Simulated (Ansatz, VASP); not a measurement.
## PbSe in VASP and in Ansatz

```xyz
2
Lattice="-0.0919 3.0162 3.0162 3.0162 -0.0919 3.0162 3.0162 3.0162 -0.0919" Properties=species:S:1:pos:R:3 pbc="T T T"
Pb    0.0000    0.0000    0.0000
Se    2.9703    2.9703    2.9703
```

Change from the starting cell: equal xy, yz and zx shear strains of -3 %, crystal datasets.

Alike in both runs: task electric field gradients; functional PBEsol; k mesh 9 × 9 × 9; occupations fermi-dirac, width 0.01 eV; no spin polarisation.

|  | VASP | Ansatz |
| --- | --- | --- |
| version | VASP 6.6.1 | Ansatz 0.2.0 |
| potentials or method | VASP PAW PBE potentials, release 64 (Pb_d, Se), cutoff 520 eV | all-electron PAW with datasets made for the crystal, scalar-relativistic |

|  | VASP | Ansatz | Ansatz less VASP |
| --- | --- | --- | --- |
| gap on the k mesh at the Fermi level (eV) | 0.38 | 0.38 | -0.001 |
| pressure (GPa) | -0.6 | -0.6 | 0.00 |
| largest component of the traceless stress (GPa) | 0.50 | 0.50 | -0.001 |
| Vzz of the field gradient on the site that differs most (V/Å²) | 6.8 | 11.9 | +5.07 |

Ansatz ran all-electron here, so the differences hold the error of VASP's frozen core and of both bases. Ansatz warned: «gradients_without_spin_orbit».

Caveats: the PAW data sets were made with another functional, which shifts forces and pressure a little (VASP); spin-orbit coupling is left out, which as a rule narrows the gap of such compounds by several tenths of an eV; an odd mesh through Γ misses points on the zone boundary, where band edges often lie.
